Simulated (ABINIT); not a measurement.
Wanted: the native input for an ABINIT 10.8.3 (patched build) run.

| Quantity | Value |
| --- | --- |
| Task | single point |
| Functional | PBE |
| Potentials or basis | JTH PAW PBE v2.0 |
| Cutoff | 626 eV |
| k mesh | 6 × 6 × 6 |
| Occupations | fermi-dirac, width 0.05 eV |
| Spin | no spin polarisation |
| Fine-grid cutoff | 1224.51 eV |

Crystal: BaZrO3.

```xyz
5
Lattice="4.1913 0.0000 0.0000 0.0000 4.1913 0.0000 0.0000 0.0000 4.1913" Properties=species:S:1:pos:R:3 pbc="T T T"
Ba    0.0008    0.0326   -0.0311
Zr    2.0979    2.1304    2.0616
O     2.0656    2.1006    0.0020
O     2.0720    0.0065    2.1233
O    -0.0244    2.1208    2.1151
```

The cell isn't the ideal one: atoms moved at random, drawn with an rms of 0.05 Å.

One way to write it, as run:

run.abi

```
# Pseudopotentials
pp_dirpath "./"
pseudos "Ba.GGA_PBE-JTH.xml, Zr.GGA_PBE-JTH.xml, O.GGA_PBE-JTH.xml"

# Structure
acell 3*1.0
rprim
     7.9204846952     0.0000000000     0.0000000000
     0.0000000000     7.9204846952     0.0000000000
     0.0000000000     0.0000000000     7.9204846952
ntypat 3
znucl 56 40 8
natom 5
typat 1 2 3 3 3
xred
     0.0001980000     0.0077720000    -0.0074240000
     0.5005400000     0.5082770000     0.4918760000
     0.4928290000     0.5011710000     0.0004680000
     0.4943580000     0.0015540000     0.5065890000
    -0.0058270000     0.5059910000     0.5046290000
chkprim 0
chksymtnons 0
tolsym 1.0e-6

# Plane-wave basis
ecut 23.0
pawecutdg 45.0
pawxcdev 0

# k points
kptopt 1
ngkpt 6 6 6
nshiftk 1
shiftk 0.0 0.0 0.0

# Exchange and correlation
ixc 11

# Bands and occupations
nband 24
occopt 3
tsmear 0.05 eV

# SCF cycle
nstep 100
tolvrs 1.0e-9

# Output
iomode 3
prtwf 0
prtden 0
prteig 0
prtebands 0
enunit 1
prtvol 2
```

Potentials or basis: JTH PAW PBE v2.0.

Command:

```console
$ abinit run.abi > log 2>&1
```

It gave:

```json
{
  "Pressure": "4.5 GPa",
  "Largest force": "0.282 eV/Å",
  "Band gap on the k mesh": "3.22 eV, indirect (least direct gap 3.45 eV)",
  "Valence electrons inside the program's atomic spheres": "Ba 6.51; Zr 9.00; O 4.58, 4.57"
}
```

Caveat: this set's barium file shifts pressures by 1.5 GPa and gaps by 0.1 eV against other sets; spin-orbit coupling is left out, which moves the levels of the heavy elements.

It took 4.5 min on 1 thread of Arm Neoverse V1, with other jobs on the host, peak memory 0.3 GiB.
